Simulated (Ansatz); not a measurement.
# TaN: equation of state

The task here is to estimate one member of a computed series from the others.

Program: Ansatz 0.2.0. Level of theory: DFT PBE, scalar-relativistic. These are calculated values, not measurements.

### The starting structure

The structure is hexagonal, space group P6_3mc (No. 186). The conventional cell has a = 3.050 Å, b = 3.050 Å, c = 4.940 Å, α = 90.00°, β = 90.00°, γ = 120.00°. Ta (site symmetry 3m) is surrounded by 4 N at 1.85 to 1.90 Å. Around N (site symmetry 3m) lie 4 Ta at 1.85 to 1.90 Å.

As a file:

```xyz
4
Lattice="3.0500 0.0000 0.0000 -1.5250 2.6414 0.0000 0.0000 0.0000 4.9400" Properties=species:S:1:pos:R:3 pbc="T T T"
Ta    0.0000    1.7609    0.0000
Ta    1.5250    0.8805    2.4700
N     0.0000    1.7609    1.9019
N     1.5250    0.8805    4.3719
```

Atoms are numbered in the order of the input: Ta1, Ta2, N3, N4.

Set-up of the first run:

input.yaml

```yaml
crystal:
  lattice:
    - [3.0087798064, 0.0, 0.0]
    - [-1.5043899033, 2.6056797468, 0.0]
    - [0.0, 0.0, 4.8732350589]
  atoms:
    - { symbol: Ta, position: [0.3333333333, 0.6666666667, 0.0] }
    - { symbol: Ta, position: [0.6666666667, 0.3333333333, 0.5] }
    - { symbol: "N", position: [0.3333333333, 0.6666666667, 0.385] }
    - { symbol: "N", position: [0.6666666667, 0.3333333333, 0.885] }
kpoints:
  mp_grid: { grid: [9, 9, 5] }
  band_path:
    path:
      - [0.0, 0.0, 0.0]
      - [0.5, 0.0, 0.0]
      - [0.3333333333, 0.3333333333, 0.0]
      - [0.0, 0.0, 0.0]
      - [0.0, 0.0, 0.5]
      - [0.5, 0.0, 0.5]
      - [0.3333333333, 0.3333333333, 0.5]
      - [0.0, 0.0, 0.5]
      - [0.5, 0.0, 0.5]
    npoints: 5
scf:
  occupations: { method: fermi_dirac, width: 0.01 }
hamiltonian:
  xc: pbe
  pseudopotentials: { kind: all_electron, lapw: { basis_error: 0.001 } }
output:
  forces: true
  stress: true
  eigenvalues: true
```

On the command line:

```console
> ansatz run input.yaml --threads 1 --pin off --max-ram 4096MiB --backend cpu --events-out ev --progress --plain --runs-dir out
```

Steps of the session up to this table: Volume × 0.96, LAPW; Volume × 0.96, PAW; Volume × 0.96, crystal datasets; Volume × 0.99, LAPW; Volume × 0.99, PAW; Volume × 0.99, crystal datasets; Volume × 1.02, LAPW; Volume × 1.02, PAW; Volume × 1.02, crystal datasets; Volume × 1.06, LAPW; Volume × 1.06, PAW; Volume × 1.06, crystal datasets.

One of the session's tables, all rows but one given; the rest of the session is left out.

```
          method  volume (Å³/atom)  pressure (GPa)  largest force (eV/Å)
            LAPW             9.551          166.09                 2.412
            LAPW             9.850               ?                     ?
            LAPW            10.148          121.29                 2.245
            LAPW            10.546           97.08                 2.143
             PAW             9.551          168.93                 2.450
             PAW             9.850          144.65                 2.358
             PAW            10.148          123.25                 2.263
             PAW            10.546           98.66                 2.162
crystal datasets             9.551          166.08                 2.412
crystal datasets             9.850          142.28                 2.335
crystal datasets            10.148          121.29                 2.246
crystal datasets            10.546           97.07                 2.143
```

Q: Estimate the row for LAPW, 9.850 from the others.

The run gave: pressure (GPa): 142.29; largest force (eV/Å): 2.335. In the column «pressure (GPa)» it lies between crystal datasets, 9.850 (142.28) and PAW, 9.850 (144.65).

Caveats from the session: Warnings in the runs' records: gradients without spin orbit, crystal datasets made.
